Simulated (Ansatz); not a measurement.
# O on Ta(100): change of the work function, part 4 of 5

Aim: the work function of Ta(100) at several coverages of O (top site), and the dipole that each adsorbate carries.

Ansatz 0.2.0; plane-wave DFT, RPBE, Ansatz PAW.

So far, work function, upper face (eV): step 2 (the clean slab) 3.65; step 3 (46 atoms, coverage 0.111 ML, cell 3x3) 4.10; step 4 (21 atoms, coverage 0.25 ML, cell 2x2) 4.90.

## (5) Adsorbate added, k-mesh 5×5×1, coverage 0.5 ML

System of this step: Ta10O (O/Ta(100)). The cell holds 22 atoms: 20 Ta and 2 O. Cell: a = 6.620 Å, b = 6.620 Å, c = 26.886 Å, α = 90.0°, β = 90.0°, γ = 90.0°. Vacuum lies along c.

Another coverage, to see how the dipoles act on each other as their distance changes.

Contents of input.yaml:

```yaml
crystal:
  lattice:
    - [6.62, 0.0, 0.0]
    - [0.0, 6.62, 0.0]
    - [0.0, 0.0, 26.8864595548]
  atoms:
    - { symbol: Ta, position: [0.0, 0.0, 0.3347409867] }
    - { symbol: Ta, position: [0.25, 0.25, 0.3962961348] }
    - { symbol: Ta, position: [0.0, 0.0, 0.4592023198] }
    - { symbol: Ta, position: [0.25, 0.25, 0.5227673784] }
    - { symbol: Ta, position: [0.0, 0.0, 0.5774824879] }
    - { symbol: Ta, position: [0.0, 0.5, 0.3347409867] }
    - { symbol: Ta, position: [0.25, 0.75, 0.3962961348] }
    - { symbol: Ta, position: [0.0, 0.5, 0.4592023198] }
    - { symbol: Ta, position: [0.25, 0.75, 0.5227673784] }
    - { symbol: Ta, position: [0.0, 0.5, 0.5774824879] }
    - { symbol: Ta, position: [0.5, 0.0, 0.3347409867] }
    - { symbol: Ta, position: [0.75, 0.25, 0.3962961348] }
    - { symbol: Ta, position: [0.5, 0.0, 0.4592023198] }
    - { symbol: Ta, position: [0.75, 0.25, 0.5227673784] }
    - { symbol: Ta, position: [0.5, 0.0, 0.5774824879] }
    - { symbol: Ta, position: [0.5, 0.5, 0.3347409867] }
    - { symbol: Ta, position: [0.75, 0.75, 0.3962961348] }
    - { symbol: Ta, position: [0.5, 0.5, 0.4592023198] }
    - { symbol: Ta, position: [0.75, 0.75, 0.5227673784] }
    - { symbol: Ta, position: [0.5, 0.5, 0.5774824879] }
    - { symbol: O, position: [0.0, 0.0, 0.6652590133] }
    - { symbol: O, position: [0.5, 0.5, 0.6652590133] }
kpoints:
  mp_grid: { grid: [5, 5, 1] }
hamiltonian:
  xc: rpbe
scf:
  occupations: { method: fermi_dirac, width: 0.1 }
  convergence: { dr2_threshold: 1.0e-08 }
efield:
  axis: 3
  dipole_correction: true
  ramp_position: 0.97
  ramp_width: 0.06
relax:
  f_tol: 0.02
  max_steps: 60
  constraints: [{ sites: [0, 1, 5, 6, 10, 11, 15, 16] }]
output:
  bader: true
  dos: { projected: true, e_range: [-8, 4] }
  write_potential: true
  write_density: true
  volumetric_format: npy
```

Started as:

```
ansatz run input.yaml --threads 4 --pin off --max-ram 12288MiB --backend cpu --events-out ev --progress --plain --runs-dir out
```

Numbers of over 12 decimals in the logs are rounded to 6 here.

The log of the run:

```text
[...]
Crystal: 22 atoms, lattice volume = 1178.283 Å³
Basis set: ecut = 420 eV, 22993 PW (Γ), exchange–correlation on 90×90×360 points (8 copies of the dense FFT grid, shifted against one another)
Bands: 164, of which v1, the nominal top of the filled ones, is band 136 counted from 1 (135 counted from 0)
Symmetry: 16 space group operations
[...]
2     Ta      0.0097     0.0000
     3     Ta     -0.0029     0.0000
     4     Ta      1.0087     0.0039
     5     Ta     -0.1397     0.0000
     6     Ta      0.0662     0.0000
     7     Ta      0.1472     0.0000
[...]
18     Ta     -0.0029     0.0000
    19     Ta      1.0086     0.0039
    20      O     -0.9424     0.0039
    21      O     -0.9424     0.0039
  estimated error of the sums over rays = 7.3e-4 e
[key lines of the parts left out:]
SCF converged after 6 iterations
Free energy (F): -200023.597046 eV
Fermi energy:    2.538604 eV
Dipole field:    D = -0.092685 V/Å  (p = -0.603528 e·Å, saw-weighted, corrected)
Work function:   Φ+ = 6.3551 eV   Φ− = 3.8631 eV
```

It took 5 min on 4 threads of Arm Neoverse V2, shared host; peak memory 4.1 GiB.

Relaxation path:

```
step  energy less that of the first step (eV)  largest force component (eV/Å)
   1                                   0.0000                          6.0324
   2                                  -4.5577                          5.2974
   3                                  -4.5773                         10.2368
   4                                  -5.9690                          0.4434
   5                                  -5.9384                          0.5759
   6                                  -5.9945                          0.0282
   7                                  -5.9946                          0.0006
```

Relaxation step 5 was tried and not accepted.

The run keeps the 16 symmetry operations that it works with, so distortions that break them were not tested.

The atoms that moved most (Å):

```
atom     dx     dy      dz  length
 Ta5  0.000  0.000   0.313   0.313
Ta20  0.000  0.000   0.313   0.313
 O21  0.000  0.000  -0.288   0.288
 O22  0.000  0.000  -0.288   0.288
Ta15  0.000  0.000   0.039   0.039
Ta10  0.000  0.000   0.039   0.039
Ta18  0.000  0.000  -0.036   0.036
 Ta3  0.000  0.000  -0.036   0.036
```

The relaxed structure:

```xyz
22
Lattice="6.6200 0.0000 0.0000 0.0000 6.6200 0.0000 0.0000 0.0000 26.8865" Properties=species:S:1:pos:R:3
Ta    0.0000    0.0000    9.0000
Ta    1.6550    1.6550   10.6550
Ta    0.0000    0.0000   12.3101
Ta    1.6550    1.6550   14.0409
Ta    0.0000    0.0000   15.8393
Ta    0.0000    3.3100    9.0000
Ta    1.6550    4.9650   10.6550
Ta    0.0000    3.3100   12.3565
Ta    1.6550    4.9650   14.0409
Ta    0.0000    3.3100   15.5656
Ta    3.3100    0.0000    9.0000
Ta    4.9650    1.6550   10.6550
Ta    3.3100    0.0000   12.3565
Ta    4.9650    1.6550   14.0409
Ta    3.3100    0.0000   15.5656
Ta    3.3100    3.3100    9.0000
Ta    4.9650    4.9650   10.6550
Ta    3.3100    3.3100   12.3101
Ta    4.9650    4.9650   14.0409
Ta    3.3100    3.3100   15.8393
O     0.0000    0.0000   17.5980
O     3.3100    3.3100   17.5980
```

The density of states has structure finer than the step of the table below, so its rows give means over 0.25 eV, whole bins alone (the curve runs from -8 to 1.98 eV). Peaks (eV: height): -3.100: 47.1, -2.440: 42.7, -1.440: 45.8, -1.350: 59.6, -1.230: 58.1, -0.930: 48.5, 0.360: 48.2.

The density of states by energy, zero at the Fermi level; means over each step:

```
energy (eV)  density of states (states/eV a cell)
      -7.75                                     0
      -7.50                                0.0124
      -7.25                                  1.05
      -7.00                                  1.22
      -6.75                                  1.35
      -6.50                                  2.32
      -6.25                                  1.01
      -6.00                                 0.852
      -5.75                                  4.22
      -5.50                                  2.36
      -5.25                                  4.29
      -5.00                                  1.87
      -4.75                                  6.18
      -4.50                                  5.77
      -4.25                                  4.71
      -4.00                                  15.9
      -3.75                                  18.3
      -3.50                                  21.0
      -3.25                                  35.0
      -3.00                                  28.1
      -2.75                                  20.8
      -2.50                                  25.0
      -2.25                                  10.8
      -2.00                                  14.5
      -1.75                                  18.3
      -1.50                                  21.0
      -1.25                                  40.9
      -1.00                                  31.9
      -0.75                                  23.9
      -0.50                                  29.2
      -0.25                                  26.0
       0.00                                  21.0
       0.25                                  21.3
       0.50                                  29.3
       0.75                                  24.0
       1.00                                  15.5
       1.25                                  12.8
       1.50                                  15.2
       1.75                                  13.3
```

The relaxation took 7 steps and lowered the energy by 6.0 eV; the largest force on the free atoms ends at 6.0e-4 eV/Å.

The covered face has 6.36 eV, +2.71 eV against the clean one; the bare back face has moved by +0.02 eV, a measure of how thin the slab is.

## (6) Adsorbate added, k-mesh 9×9×1, coverage 1 ML

System of this step: Ta5O (O/Ta(100)). The cell holds 6 atoms: 5 Ta and 1 O. Cell: a = 3.310 Å, b = 3.310 Å, c = 26.886 Å, α = 90.0°, β = 90.0°, γ = 90.0°. Vacuum lies along c.

Another coverage, to see how the dipoles act on each other as their distance changes.

input.yaml, the sections that differ from step 5:

```yaml
crystal:
  lattice:
    - [3.31, 0.0, 0.0]
    - [0.0, 3.31, 0.0]
    - [0.0, 0.0, 26.8864595548]
  atoms:
    - { symbol: Ta, position: [0.0, 0.0, 0.3347409867] }
    - { symbol: Ta, position: [0.5, 0.5, 0.3962961348] }
    - { symbol: Ta, position: [0.0, 0.0, 0.4592023198] }
    - { symbol: Ta, position: [0.5, 0.5, 0.5227673784] }
    - { symbol: Ta, position: [0.0, 0.0, 0.5774824879] }
    - { symbol: O, position: [0.0, 0.0, 0.6652590133] }
kpoints:
  mp_grid: { grid: [9, 9, 1] }
relax:
  f_tol: 0.02
  max_steps: 60
  constraints: [{ sites: [0, 1] }]
output:
  bader: true
  write_potential: true
  write_density: true
  volumetric_format: npy
# hamiltonian, scf, efield: as in step 5
```

The log of the run:

```text
[...]
Crystal: 6 atoms, lattice volume = 294.571 Å³
Basis set: ecut = 420 eV, 5825 PW (Γ), exchange–correlation on 48×48×360 points (8 copies of the dense FFT grid, shifted against one another)
Bands: 43, of which v1, the nominal top of the filled ones, is band 36 counted from 1 (35 counted from 0)
Symmetry: 8 space group operations
[...]
- { symbol: Ta, position: [0, 0.0, 0.594047] }
    - { symbol: O, position: [0, 0.0, 0.658226] }
--- Bader charges: 6 sites ---
  site symbol  charge [e]  shift [e]
     0     Ta     -0.1214     0.0000
     1     Ta      0.0716     0.0000
     2     Ta     -0.0019     0.0000
     3     Ta     -0.0882     0.0000
     4     Ta      0.9228     0.0041
     5      O     -0.7829     0.0041
  estimated error of the sums over rays = 7.7e-4 e
[key lines of the parts left out:]
SCF converged after 6 iterations
Free energy (F): -50290.642116 eV
Fermi energy:    1.930637 eV
Dipole field:    D = -0.169691 V/Å  (p = -0.276241 e·Å, saw-weighted, corrected)
Work function:   Φ+ = 8.4272 eV   Φ− = 3.8648 eV
```

It took 39 s on 4 threads; peak memory 0.66 GiB.

The steps of the relaxation:

```
step  energy less that of the first step (eV)  largest force component (eV/Å)
   1                                   0.0000                          6.1050
   2                                  -2.1284                          6.5726
   3                                  -3.1650                          5.2435
   4                                  -3.3238                          1.2134
   5                                  -3.3705                          0.6219
   6                                  -3.3785                          0.0651
   7                                  -3.3785                          0.0027
```

Forces are held to the 8 operations that the run works with; a distortion that breaks them can't arise in this run.

The atoms that moved most (Å):

```
atom     dx     dy      dz  length
 Ta5  0.000  0.000   0.445   0.445
  O6  0.000  0.000  -0.189   0.189
 Ta3  0.000  0.000  -0.031   0.031
 Ta4  0.000  0.000  -0.013   0.013
```

The relaxed structure:

```xyz
6
Lattice="3.3100 0.0000 0.0000 0.0000 3.3100 0.0000 0.0000 0.0000 26.8865" Properties=species:S:1:pos:R:3
Ta    0.0000    0.0000    9.0000
Ta    1.6550    1.6550   10.6550
Ta    0.0000    0.0000   12.3155
Ta    1.6550    1.6550   14.0422
Ta    0.0000    0.0000   15.9718
O     0.0000    0.0000   17.6974
```

The relaxation took 7 steps and lowered the energy by 3.4 eV; the largest force on the free atoms ends at 0.0027 eV/Å.

The covered face has 8.43 eV, +4.78 eV against the clean one; the bare back face has moved by +0.03 eV, a measure of how thin the slab is.

## (7) Work function against coverage

This step: plane-wave DFT, RPBE, Ansatz PAW; work function against coverage (Ansatz 0.2.0).

The runs are now put side by side.

Numbers from this step:

```yaml
work_function_of_the_clean_face: 3.649 eV
largest_change_of_the_work_function: 4.779 eV
```

Table of work function of the covered face by coverage:

```
coverage (adsorbates/nm²)  work function of the covered face (eV)
                     0.00                                    3.65
                     1.01                                    4.10
                     2.28                                    4.90
                     4.56                                    6.36
                     9.13                                    8.43
```

The dipole per adsorbate comes from the change of the cell's dipole. Coverage, by row:

```
coverage (1/nm²)  coverage (ML)  work function (eV)  change (eV)  dipole per adsorbate, positive end outwards (debye)  mean height of the added atoms over the highest substrate atom (Å)
           1.014         0.1111               4.099       0.4501                                               -1.159                                                               1.771
           2.282           0.25                 4.9        1.252                                               -1.437                                                               1.767
           4.564            0.5               6.355        2.707                                                -1.56                                                               1.759
           9.127              1               8.427        4.779                                               -1.382                                                               1.726
```

## (8) The slab at 0.25 ML, atoms frozen

This step: plane-wave DFT, RPBE, Ansatz PAW (Ansatz 0.2.0).

System of this step: Ta20O (O/Ta(100)). The cell holds 21 atoms: 20 Ta and 1 O. Cell: a = 6.620 Å, b = 6.620 Å, c = 26.886 Å, α = 90.0°, β = 90.0°, γ = 90.0°. Vacuum lies along c.

To see where the charge goes, the covered slab, the bare substrate and the adsorbate layer are each run at the same frozen positions and on the same grid.

Contents of input.yaml:

```yaml
crystal:
  lattice:
    - [6.62, 0.0, 0.0]
    - [0.0, 6.62, 0.0]
    - [0.0, 0.0, 26.8864595548]
  atoms:
    - { symbol: Ta, position: [0.0, 0.0, 0.3347409867] }
    - { symbol: Ta, position: [0.25, 0.25, 0.3962961348] }
    - { symbol: Ta, position: [0.0, 0.0, 0.4578458824] }
    - { symbol: Ta, position: [0.2485558125, 0.2485558125, 0.5228980522] }
    - { symbol: Ta, position: [0.0, 0.0, 0.5916108922] }
    - { symbol: Ta, position: [0.0, 0.5, 0.3347409867] }
    - { symbol: Ta, position: [0.25, 0.75, 0.3962961348] }
    - { symbol: Ta, position: [0.0, 0.5, 0.4593925336] }
    - { symbol: Ta, position: [0.2485558125, 0.7514441875, 0.5228980522] }
    - { symbol: Ta, position: [0.0, 0.5, 0.5783607055] }
    - { symbol: Ta, position: [0.5, 0.0, 0.3347409867] }
    - { symbol: Ta, position: [0.75, 0.25, 0.3962961348] }
    - { symbol: Ta, position: [0.5, 0.0, 0.4593925336] }
    - { symbol: Ta, position: [0.7514441875, 0.2485558125, 0.5228980522] }
    - { symbol: Ta, position: [0.5, 0.0, 0.5783607055] }
    - { symbol: Ta, position: [0.5, 0.5, 0.3347409867] }
    - { symbol: Ta, position: [0.75, 0.75, 0.3962961348] }
    - { symbol: Ta, position: [0.5, 0.5, 0.4591116435] }
    - { symbol: Ta, position: [0.7514441875, 0.7514441875, 0.5228980522] }
    - { symbol: Ta, position: [0.5, 0.5, 0.574424786] }
    - { symbol: O, position: [0.0, 0.0, 0.657329091] }
kpoints:
  mp_grid: { grid: [5, 5, 1] }
hamiltonian:
  xc: rpbe
scf:
  occupations: { method: fermi_dirac, width: 0.1 }
  convergence: { dr2_threshold: 1.0e-08 }
efield:
  axis: 3
  dipole_correction: true
  ramp_position: 0.97
  ramp_width: 0.06
output:
  write_potential: true
  write_density: true
  volumetric_format: npy
```

The log of the run:

```text
[...]
Crystal: 21 atoms, lattice volume = 1178.283 Å³
Basis set: ecut = 420 eV, 22993 PW (Γ)
Bands: 160, of which v1, the nominal top of the filled ones, is band 133 counted from 1 (132 counted from 0)
Symmetry: 8 space group operations
[...]
k-points: 6 of 25
[...]
SCF iter   1: F=—  HF=-199454.014296 eV  |F-HF|=—  |Δ(HF+E_count)|=         —  Δρ=8.26e-3  dr2=1.15e1  ethr=1.77e-3  p=-0.329 e·Å  D=-5.06e-2 V/Å  ΔV_dip=1.36 eV  dr2_dipole=7.08e-4  V_vac-E_F(+/−)=5.39/4.03 eV  ⟨swp⟩=12.5  Hψ=5219  notcnv=0
[...]
SCF iter  11: F=-199453.527089 eV  HF=-199453.527089 eV  |F-HF|=8.15e-10  |Δ(HF+E_count)|=   9.60e-9  Δρ=3.61e-7  dr2=3.96e-9  ethr=3.76e-12  p=-0.253 e·Å  D=-3.89e-2 V/Å  ΔV_dip=1.05 eV  dr2_dipole=1.28e-11  V_vac-E_F(+/−)=4.90/3.85 eV  ⟨swp⟩=9.3  Hψ=3184  notcnv=0
SCF 1 converged in 11 iterations: F = -199453.527089 eV  dr2 = 3.96e-9
[...]
SCF converged after 11 iterations
Free energy (F): -199453.527089 eV
[...]
Internal energy: -199452.876704 eV  (E = F + TS)
E sigma→0 (E₀):  -199453.201897 eV
Entropy (-TS):   -0.650385 eV (-30.971 meV/atom)
Fermi energy:    2.996889 eV
Dipole field:    D = -0.038893 V/Å  (p = -0.253255 e·Å, saw-weighted, corrected)
Work function:   Φ+ = 4.9001 eV   Φ− = 3.8544 eV
[...]
--- Band table (eV; the first three rows and the last of 6) ---
  k-point 0: bands = [... 129 lower, 2.9151, 3.1501, 3.1501, 3.4722, 3.4722, 3.4973, 3.4973, 3.7987, ... 23 higher]
  k-point 1: bands = [... 129 lower, 2.9164, 3.1136, 3.1246, 3.2529, 3.2848, 3.3359, 3.3453, 3.4769, ... 23 higher]
  k-point 2: bands = [... 129 lower, 2.6946, 2.7834, 2.8904, 2.9901, 2.9997, 3.2005, 3.2242, 3.2714, ... 23 higher]
  k-point 5: bands = [... 129 lower, 2.1964, 2.2672, 2.2759, 2.3663, 2.4694, 2.5501, 2.8639, 3.2707, ... 23 higher]
```

Run time: 51 s. Hardware: 4 threads; peak memory 3.7 GiB; 3.3 min of CPU time.

This step gave:

```yaml
energy_at_zero_smearing: -199453.2019 eV
work_function_upper_face: 4.900 eV
work_function_lower_face: 3.854 eV
dipole_along_the_normal: -0.2533 e·Å
step_between_the_vacuum_levels: 1.046 eV
```

The work function of the upper face is 4.90 eV.

## (9) The substrate of the 0.25 ML cell alone

System of this step: O/Ta(100), substrate alone, atoms held. The cell holds 20 atoms: 20 Ta. Cell: a = 6.620 Å, b = 6.620 Å, c = 26.886 Å, α = 90.0°, β = 90.0°, γ = 90.0°. Vacuum lies along c.

The second part, atoms unmoved.

Edit input.yaml of step 8 so:

```diff
@@ -26,3 +26,2 @@
     - { symbol: Ta, position: [0.5, 0.5, 0.574424786] }
-    - { symbol: O, position: [0.0, 0.0, 0.657329091] }
 kpoints:
```

The log of the run:

```text
[...]
Crystal: 20 atoms, lattice volume = 1178.283 Å³
Basis set: ecut = 420 eV, 22993 PW (Γ)
Bands: 156, of which v1, the nominal top of the filled ones, is band 130 counted from 1 (129 counted from 0)
Symmetry: 8 space group operations
[...]
k-points: 6 of 25
[...]
SCF iter   1: F=—  HF=-198882.867697 eV  |F-HF|=—  |Δ(HF+E_count)|=         —  Δρ=7.43e-3  dr2=9.86e0  ethr=1.77e-3  p=0.006 e·Å  D=9.62e-4 V/Å  ΔV_dip=-0.03 eV  dr2_dipole=2.93e-2  V_vac-E_F(+/−)=3.96/3.99 eV  ⟨swp⟩=15.2  Hψ=4843  notcnv=0
[...]
SCF iter  10: F=-198882.505014 eV  HF=-198882.505014 eV  |F-HF|=1.07e-8  |Δ(HF+E_count)|=   4.86e-8  Δρ=5.66e-7  dr2=5.59e-9  ethr=3.85e-12  p=0.039 e·Å  D=5.92e-3 V/Å  ΔV_dip=-0.16 eV  dr2_dipole=1.30e-10  V_vac-E_F(+/−)=3.67/3.83 eV  ⟨swp⟩=10.3  Hψ=3525  notcnv=0
SCF 1 converged in 10 iterations: F = -198882.505014 eV  dr2 = 5.59e-9
[...]
SCF converged after 10 iterations
Free energy (F): -198882.505014 eV
[...]
Internal energy: -198881.829091 eV  (E = F + TS)
E sigma→0 (E₀):  -198882.167052 eV
Entropy (-TS):   -0.675923 eV (-33.796 meV/atom)
Fermi energy:    3.374127 eV
Dipole field:    D = 0.005922 V/Å  (p = 0.038559 e·Å, saw-weighted, corrected)
Work function:   Φ+ = 3.6741 eV   Φ− = 3.8333 eV
[...]
--- Band table (eV; the first three rows and the last of 6) ---
  k-point 0: bands = [... 126 lower, 3.3466, 3.3466, 3.3882, 3.8083, 3.8083, 3.8374, 3.8374, 3.9170, ... 22 higher]
  k-point 1: bands = [... 126 lower, 3.2729, 3.3535, 3.4373, 3.5668, 3.6173, 3.6605, 3.6945, 3.8215, ... 22 higher]
  k-point 2: bands = [... 126 lower, 3.1204, 3.1248, 3.2403, 3.3170, 3.4660, 3.5548, 3.5800, 3.6045, ... 22 higher]
  k-point 5: bands = [... 126 lower, 2.5664, 2.5985, 2.6892, 2.7016, 2.8803, 3.1571, 3.4716, 3.7185, ... 22 higher]
```

Wall time 48 s (4 threads); peak memory 3.6 GiB.

This step gave:

* energy at zero smearing: -198882.1671 eV
* work function, upper face: 3.674 eV
* work function, lower face: 3.833 eV
* dipole along the normal: 0.03856 e·Å
* step between the vacuum levels: -0.1592 eV

The work function of the upper face is 3.67 eV.

[end of part 4 of 5]

[Logs are printed without paths, hosts, clocks, repeated set-up lines and the standing remarks that a program may print on its own settings, such as how far it seeks lower states.]

[Hosts, paths, dates, database ids (printed as entryN), source tags and the programs' standing remarks are cut or masked in the printed files.]

[Maps of the electrostatic potential energy from Ansatz leave out the sawtooth potential of an applied field or a dipole correction, so their vacuum need not be flat; planar profiles and work functions include it.]

[The density of states shown here was stored with 400 of the rows of the run's finer table, so its peaks can read low, often by over a quarter, or be missed, and its means over a window can be off by a tenth or more.]
